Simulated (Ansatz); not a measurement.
## Moving the dispersion correction in Rh

The cell as given:

The structure is cubic, space group Fm-3m (No. 225). The conventional cell has a = 3.796 Å, b = 3.796 Å, c = 3.796 Å, α = 90.00°, β = 90.00°, γ = 90.00°. Rh (site symmetry m-3m) is surrounded by 12 Rh at 2.68 Å.

Kept alike: task relaxation of cell and atoms; functional r2SCAN; k mesh 12 × 12 × 12; occupations fermi-dirac, width 0.05 eV; no spin polarisation. Program: Ansatz, Ansatz PAW, cutoff 500 eV. The mesh is that of the run's cell of 1 atom. No spin-orbit coupling.

```csv
dispersion correction,volume (Å³/atom)
D3(BJ),13.537
D3(BJ)-ATM,13.627
D4,13.585
none,13.710
rVV10,13.577
```

The relaxations keep at least the cell's symmetry (Fm-3m). For a metal such a mesh leaves the last digits unconverged. Relaxations stop with a little pressure left, so the last digits of a volume or edge aren't settled. All rows use potentials made for PBE.

Question: What does the dispersion correction change here?

Answer: The volume runs from 13.537 (D3(BJ)) to 13.710 Å³/atom (none). Against no correction: D3(BJ) -1.3 %; D3(BJ)-ATM -0.6 %; D4 -0.9 %; rVV10 -1.0 %. Dispersion terms mostly attract and so lower the volume; the schemes' coefficients and damping set how far. Measured: 13.75 Å³/atom at 298.15 K (a printed reference work); nearest none, 0.04 Å³/atom off. The runs are for a static lattice.
